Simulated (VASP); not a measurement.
# Ge (P6_3/mmc) in VASP: further runs

The runs below take Ge through relaxation of cell and atoms, with PBE.

All numbers are computed with VASP 6.6.1; they aren't measurements. Logs are shortened: lines on timing, memory, paths and dates and some standing lists are left out, and cuts for length are marked.

### 1 The crystal as given

Symmetry: P6_3/mmc, No. 194, hexagonal system. Conventional cell: a = 3.998 Å, b = 3.998 Å, c = 6.599 Å, α = 90.00°, β = 90.00°, γ = 120.00°. Around Ge (site symmetry 3m) lie 4 Ge at 2.45 to 2.47 Å.

This isn't the form of Ge at room conditions, which is diamond.

### 2 Relaxation of cell and atoms, PBE

The input, INCAR:

```
SYSTEM = Ge
PREC = Accurate
ENCUT = 300
EDIFF = 1E-6
ISMEAR = 0
SIGMA = 0.03
LREAL = .FALSE.
LASPH = .TRUE.
NELM = 80
ALGO = Normal
ISIF = 3
LWAVE = .FALSE.
LCHARG = .FALSE.
GGA = PE
IBRION = 2
NSW = 90
EDIFFG = -0.01
```

The input, KPOINTS:

```
Automatic mesh
0
G
  6 6 3
  0 0 0
```

The input, POSCAR:

```
Ge
1.0
    3.9975858431      0.0000000000      0.0000000000
   -1.9987929216      3.4620108940      0.0000000000
    0.0000000000      0.0000000000      6.5993779500
Ge
4
Direct
    0.6666666700      0.3333333300      0.0629012500
    0.3333333300      0.6666666700      0.5629012500
    0.6666666700      0.3333333300      0.4370987500
    0.3333333300      0.6666666700      0.9370987500
```

Potentials or basis: VASP PAW PBE potentials, release 64 (Ge).

Started as:

```sh
cat potpaw_PBE.64/Ge/POTCAR > POTCAR
mpirun -np 1 vasp_std > vasp.out
```

OUTCAR:

```text
SYSTEM = Ge
   PREC = Accurate
   ENCUT = 300
   EDIFF = 1E-6
   ISMEAR = 0
   LREAL = .FALSE.
   LASPH = .TRUE.
   NELM = 80
   ISIF = 3
   GGA = PE
   IBRION = 2
   NSW = 90
   EDIFFG = -0.01

 ion  position               nearest neighbor table
   1  0.667  0.333  0.063-   4 2.45   4 2.45   4 2.45   3 2.47
   2  0.333  0.667  0.563-   3 2.45   3 2.45   3 2.45   4 2.47
   3  0.667  0.333  0.437-   2 2.45   2 2.45   2 2.45   1 2.47
   4  0.333  0.667  0.937-   1 2.45   1 2.45   1 2.45   2 2.47

  LATTYP: Found a hexagonal cell.
 ALAT       =     3.9975858431
 C/A-ratio  =     1.6508408347

  Lattice vectors:

 A1 = (   3.9975858431,   0.0000000000,   0.0000000000)
 A2 = (  -1.9987929216,   3.4620108940,   0.0000000000)
 A3 = (   0.0000000000,   0.0000000000,   6.5993779500)

Analysis of symmetry for initial positions (statically):
=====================================================================
 Subroutine PRICEL returns:
 Original cell was already a primitive cell.

 Routine SETGRP: Setting up the symmetry group for a
 hexagonal supercell.

 Subroutine GETGRP returns: Found 24 space group operations
 (whereof 12 operations were pure point group operations)
 out of a pool of 24 trial point group operations.

The static configuration has the point symmetry D_3d.
 The point group associated with its full space group is D_6h.

Analysis of symmetry for dynamics (positions and initial velocities):
=====================================================================
 Subroutine PRICEL returns:
 Original cell was already a primitive cell.

 Routine SETGRP: Setting up the symmetry group for a
 hexagonal supercell.

 Subroutine GETGRP returns: Found 24 space group operations
 (whereof 12 operations were pure point group operations)
 out of a pool of 24 trial point group operations.

The dynamic configuration has the point symmetry D_3d.
 The point group associated with its full space group is D_6h.

 Subroutine INISYM returns: Found 24 space group operations
 (whereof 12 operations are pure point group operations),
 and found     1 'primitive' translations

----------------------------------------------------------------------------------------

                                     Primitive cell

  volume of cell :      91.3333

  direct lattice vectors                    reciprocal lattice vectors
     3.997585843  0.000000000  0.000000000     0.250150976  0.144424733  0.000000000
    -1.998792922  3.462010894  0.000000000     0.000000000  0.288849467  0.000000000
     0.000000000  0.000000000  6.599377950     0.000000000  0.000000000  0.151529433

  length of vectors
     3.997585843  3.997585843  6.599377950     0.288849467  0.288849467  0.151529433

  position of ions in fractional coordinates (direct lattice)
     0.666666670  0.333333330  0.062901250
     0.333333330  0.666666670  0.562901250
     0.666666670  0.333333330  0.437098750
     0.333333330  0.666666670  0.937098750

  ion indices of the primitive-cell ions
   primitive index   ion index
                 1           1
                 2           2
                 3           3
                 4           4

----------------------------------------------------------------------------------------

 KPOINTS: Automatic mesh

Automatic generation of k-mesh.
 Grid dimensions read from file:
 generate k-points for:    6    6    3

 Generating k-lattice:

  Cartesian coordinates                     Fractional coordinates (reciprocal lattice)
     0.041691829  0.024070789  0.000000000     0.166666667  0.000000000  0.000000000
     0.000000000  0.048141578  0.000000000     0.000000000  0.166666667  0.000000000
     0.000000000  0.000000000  0.050509811     0.000000000  0.000000000  0.333333333

  Length of vectors
     0.048141578  0.048141578  0.050509811

  Shift w.r.t. Gamma in fractional coordinates (k-lattice)
     0.000000000  0.000000000  0.000000000

 Subroutine IBZKPT returns following result:
 ===========================================

 Found     14 irreducible k-points:

 Following reciprocal coordinates:
            Coordinates               Weight
  0.000000  0.000000  0.000000      1.000000
  0.166667 -0.000000  0.000000      6.000000
  0.333333  0.000000  0.000000      6.000000
  0.500000 -0.000000  0.000000      3.000000
  0.166667  0.166667  0.000000      6.000000
  0.333333  0.166667  0.000000     12.000000
  0.333333  0.333333  0.000000      2.000000
  0.000000  0.000000  0.333333      2.000000
  0.166667 -0.000000  0.333333     12.000000
  0.333333  0.000000  0.333333     12.000000
  0.500000 -0.000000  0.333333      6.000000
  0.166667  0.166667  0.333333     12.000000
  0.333333  0.166667  0.333333     24.000000
  0.333333  0.333333  0.333333      4.000000
   k-points           NKPTS =     14   k-points in BZ     NKDIM =     14   number of bands    NBANDS=     12
   number of dos      NEDOS =    301   number of ions     NIONS =      4
   total plane-waves  NPLWV =  23040
   dimension x,y,z NGX =    24 NGY =   24 NGZ =   40
   dimension x,y,z NGXF=    48 NGYF=   48 NGZF=   80
   ions per type =               4
   NGX,Y,Z   is equivalent  to a cutoff of   9.98,  9.98, 10.08 a.u.
   NGXF,Y,Z  is equivalent  to a cutoff of  19.96, 19.96, 20.15 a.u.
 SYSTEM =  Ge
   PREC   = accura    normal or accurate (medium, high low for compatibility)
   ISTART =      0    job   : 0-new  1-cont  2-samecut
   ICHARG =      2    charge: 1-file 2-atom 10-const
   ISPIN  =      1    spin polarized calculation?
   LNONCOLLINEAR =      F non collinear calculations
   LSORBIT =      F    spin-orbit coupling
   LASPH  =      T    aspherical Exc in radial PAW
   ENCUT  =  300.0 eV  22.05 Ry    4.70 a.u.   5.65  5.65  9.32*2*pi/ulx,y,z
   NELM   =     80;   NELMIN=  2; NELMDL= -5     # of ELM steps
   EDIFF  = 0.1E-05   stopping-criterion for ELM
   LREAL  =      F    real-space projection
   EDIFFG = -.1E-01   stopping-criterion for IOM
   NSW    =     90    number of steps for IOM
   IBRION =      2    ionic relax: 0-MD 1-quasi-New 2-CG
   NFREE  =      1    steps in history (QN), initial steepest desc. (CG)
   ISIF   =      3    stress and relaxation
   ISYM   =      2    0-nonsym 1-usesym 2-fastsym
   POTIM  = 0.5000    time-step for ionic-motion
   TEBEG  =    0.0;   TEEND  =   0.0 temperature during run
   PSTRESS=    0.0 pullay stress
   NELECT =      16.0000    total number of electrons
   NUPDOWN=      -1.0000    fix difference up-down
   EMIN   =  10.00;   EMAX   =-10.00  energy-range for DOS
   EFERMI =   0.00;   METHOD = LEGACY
   ISMEAR =     0;   SIGMA  =   0.03  broadening in eV -4-tet -1-fermi 0-gaus
   EFERMI_NEDOS =   21; number of points for ismear=-14 and -15
   IALGO  =     38    algorithm
   IMIX   =      4    mixing-type and parameters
     AMIX     =   0.40;   BMIX     =  1.00
     AMIX_MAG =   1.60;   BMIX_MAG =  1.00
  volume/ion in A,a.u.               =      22.83       154.09
  Fermi-wavevector in a.u.,A,eV,Ry     =   0.916020  1.731027 11.416555  0.839093
  Thomas-Fermi vector in A             =   2.040828
   LORBIT       =      0    0 simple, 1 ext, 2 COOP (PROOUT), +10 PAW based schemes
   GGA     = PE    functional components
   LHFCALC =     F    Hartree Fock is set to
   AEXX    =    0.0000 exact exchange contribution
   IVDW    =     0    specifies the selected vdW correction
   LEPSILON=     F    determine dielectric tensor
   LRPA    =     F    only Hartree local field effects (RPA)
 conjugate gradient relaxation of ions
 non-spin polarized calculation
 Gauss-broadening in eV      SIGMA  =   0.03
  energy-cutoff  :      300.00
  volume of cell :       91.33
 maximum number of plane-waves:      1099
 NGX is ok and might be reduce to    24
   NGX = 11   NGY = 11   NGZ = 19

--------------------------------------- Ionic step        1  -------------------------------------------

 number of electron      15.9999992 magnetization

 Free energy of the ion-electron system (eV)
  ---------------------------------------------------
  ext. energy  EPLUGINS =         0.00000000
  ---------------------------------------------------
  free energy    TOTEN  =       -17.79421209 eV

  energy without entropy =      -17.79416918  energy(sigma->0) =      -17.79419064

------------------------ aborting loop because EDIFF is reached ----------------------------------------

  FORCE on cell =-STRESS in cart. coord.  units (eV):
  Direction    XX          YY          ZZ          XY          YZ          ZX
  --------------------------------------------------------------------------------------
  -------------------------------------------------------------------------------------
  Total        2.3553916      2.3553916      2.0607098     -0.0000000      0.0000000      0.0000000
  in kB       41.3184932     41.3184932     36.1491581     -0.0000000      0.0000000      0.0000000
  external PRESSURE =      39.5953815 kB  Pullay stress =       0.0000000 kB
[... 213 lines left out ...]
  energy  without entropy=      -17.8578860623  energy(sigma->0) =      -17.85788606

--------------------------------------- Ionic step        7  -------------------------------------------

 number of electron      16.0000009 magnetization

 Free energy of the ion-electron system (eV)
  ---------------------------------------------------
  ext. energy  EPLUGINS =         0.00000000
  ---------------------------------------------------
  free energy    TOTEN  =       -17.85793152 eV

  energy without entropy =      -17.85793152  energy(sigma->0) =      -17.85793152

 E-fermi :   3.2524     XC(G=0):  -8.8659

 val. band max:        3.1356660021   @ k =   0.0000   0.0000   0.0000
 cond. band min:       3.3722624231   @ k =   0.0000   0.0000   0.3333
 fundamental gap:      0.2365964211
 Fermi energy:         3.2523996268

 k-point     1 :       0.0000    0.0000    0.0000
  band No.  band energies     occupation
      1      -9.0733      2.00000
      2      -7.1588      2.00000
      3      -4.0872      2.00000
      4       1.8691      2.00000
      5       1.8691      2.00000
      6       2.7834      2.00000
      7       3.0294      2.00000
      8       3.1357      2.00000
      9       3.3804      0.00000
     10       3.3804      0.00000
     11       5.5107      0.00000
     12       5.5107      0.00000
[... 224 lines left out ...]
  FREE ENERGIE OF THE ION-ELECTRON SYSTEM (eV)
  ---------------------------------------------------
  free  energy   TOTEN  =       -17.8579315162 eV

  energy  without entropy=      -17.8579315161  energy(sigma->0) =      -17.85793152

 reached required accuracy - stopping structural energy minimisation
```

Wall time 19 s (1 thread of Intel Xeon 6975P-C (Granite Rapids), shared host); peak memory 0.16 GiB.

What came out:

* Free energy: -17.8579 eV
* Relaxed volume: 24.19 Å³/atom
* Relaxed cell: a = 4.079 Å, b = 4.079 Å, c = 6.714 Å, α = 90.00°, β = 90.00°, γ = 120.00°
* Space group after relaxing (to 0.05 Å): P6_3/mmc (No. 194)
* Energy gained by relaxing: 15.9 meV/atom
* Ionic steps: 7
* Pressure after relaxing: 0.0 GPa
* Band gap on the k mesh: 0.24 eV, indirect (least direct gap 0.24 eV)

The path:
```
step  energy change (eV)  largest force (eV/Å)  pressure (GPa)  volume (Å³)
   1              0.0000                0.0407            3.96        91.33
   2             -0.0541                0.0583           -1.29        99.00
   3             -0.0636                0.0334            0.02        96.73
   4             -0.0636                0.0346           -0.05        96.84
   5             -0.0637                0.0009           -0.06        96.87
   6             -0.0637                0.0032           -0.06        96.86
   7             -0.0637                0.0006            0.01        96.74
```

Final structure:
```cif
data_structure
_symmetry_space_group_name_H-M 'P 1'
_symmetry_Int_Tables_number 1
_cell_length_a 4.0791
_cell_length_b 4.0791
_cell_length_c 6.7137
_cell_angle_alpha 90.000
_cell_angle_beta 90.000
_cell_angle_gamma 120.000
_cell_volume 96.74
loop_
_atom_site_label
_atom_site_type_symbol
_atom_site_fract_x
_atom_site_fract_y
_atom_site_fract_z
_atom_site_occupancy
Ge1 Ge 0.66667 0.33333 0.06286 1
Ge2 Ge 0.33333 0.66667 0.56286 1
Ge3 Ge 0.66667 0.33333 0.43714 1
Ge4 Ge 0.33333 0.66667 0.93714 1
```

Caveat: an odd mesh through Γ misses points on the zone boundary, where band edges often lie.

### 3 Relaxation of cell and atoms, PBE

This run uses another cell than the first one, of 24.19 Å³/atom, 1.059 times its volume.

Changes to INCAR since step 2:

```diff
@@ -3,3 +3,3 @@
 ENCUT = 300
-EDIFF = 1E-6
+EDIFF = 1E-7
 ISMEAR = 0
@@ -16,2 +16,2 @@
 NSW = 90
-EDIFFG = -0.01
+EDIFFG = -0.005
```

KPOINTS is that of step 2.

The input, POSCAR:

```
Ge                                      
1.0
    4.0790911075     -0.0000000000      0.0000000000
   -2.0395455538      3.5325965235      0.0000000000
   -0.0000000000      0.0000000000      6.7137019541
  Ge            
     4
Direct
     0.6666666699999979    0.3333333300000021    0.0628580544252589
     0.3333333300000021    0.6666666699999979    0.5628580544252590
     0.6666666699999979    0.3333333300000021    0.4371419455747411
     0.3333333300000021    0.6666666699999979    0.9371419455747410
```

Potentials or basis: VASP PAW PBE potentials, release 64 (Ge).

Started as:

```sh
cat potpaw_PBE.64/Ge/POTCAR > POTCAR
mpirun -np 1 vasp_std > vasp.out
```

Run time: 5.8 s. Hardware: 1 thread of Intel Xeon 6975P-C (Granite Rapids), shared host; peak memory 0.15 GiB.

Results (log left out):

```
Free energy             : -17.8585 eV
Pressure after relaxing : 0.0 GPa
Band gap on the k mesh  : 0.24 eV, indirect (least direct gap 0.24 eV)
```

Final structure:
```xyz
4
Lattice="4.0791 0.0000 0.0000 -2.0395 3.5326 0.0000 0.0000 0.0000 6.7137" Properties=species:S:1:pos:R:3 pbc="T T T"
Ge    2.0395    1.1775    0.4220
Ge    0.0000    2.3551    3.7789
Ge    2.0395    1.1775    2.9348
Ge    0.0000    2.3551    6.2917
```

Levels at points of the mesh, in eV from the valence-band top:
```
           k point  band 6  band 7  band 8  band 9  band 10  band 11
(0.00, 0.00, 0.00)   -0.35   -0.11    0.00    0.24     0.24     2.38
(0.50, 0.00, 0.00)   -2.75   -2.47   -1.22    0.71     1.63     3.69
```

Caveat: the relaxation stopped at its first step, so nothing moved; an odd mesh through Γ misses points on the zone boundary, where band edges often lie.
